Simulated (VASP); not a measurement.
BaS: single point with PBEsol

**The experiment to reproduce.**

From a printed reference work, monograph, original work of 1988, for a bulk crystal of BaS at 2 K: band gap 3.806 eV (indirect).

BaS:

```xyz
2
Lattice="0.0000 3.1663 3.1663 3.1663 0.0000 3.1663 3.1663 3.1663 0.0000" Properties=species:S:1:pos:R:3 pbc="T T T"
Ba    0.0000    0.0000    0.0000
S     3.1663    3.1663    3.1663
```

```yaml
Program: VASP 6.6.1
Task: single point
Functional: PBEsol
Potentials_or_basis: VASP PAW PBE potentials, release 64 (Ba_sv, S)
Cutoff: 520 eV
k_mesh: 8 × 8 × 8
Occupations: gaussian, width 0.01 eV
Spin: no spin polarisation
```

The pressure is 0.7 GPa and the band gap on the k mesh is 1.93 eV (least direct gap 2.06 eV).

Levels at points of the mesh, in eV from the valence-band top:
```tsv
k point	band 6	band 7	band 8	band 9	band 10	band 11
(0.00, 0.00, 0.00)	0.00	0.00	0.00	3.53	3.78	3.78
(0.50, 0.00, 0.00)	-2.05	-1.16	-1.16	5.55	5.60	6.36
(0.50, 0.50, 0.00)	-0.51	-0.13	-0.13	1.93	5.97	6.08
```

Run time: 18 s on 1 thread of AMD EPYC 9R45 96-Core Processor (Zen 5), with other jobs on the host, peak memory 0.18 GiB.

Measured gap of BaS: 3.806 eV (indirect; 2 K; a printed reference work, monograph, original work of 1988). This calculation gives 1.93 eV (-1.87 eV). Spin-orbit coupling on Ba is left out. The value is that of PBEsol on a finite k mesh, which can miss the band edges, without temperature or zero-point motion. Semilocal functionals fall short of measured gaps as a rule.

Caveat: the PAW data sets were made with another functional, which shifts forces and pressure a little; spin-orbit coupling is left out, which moves the levels of the heavy elements.
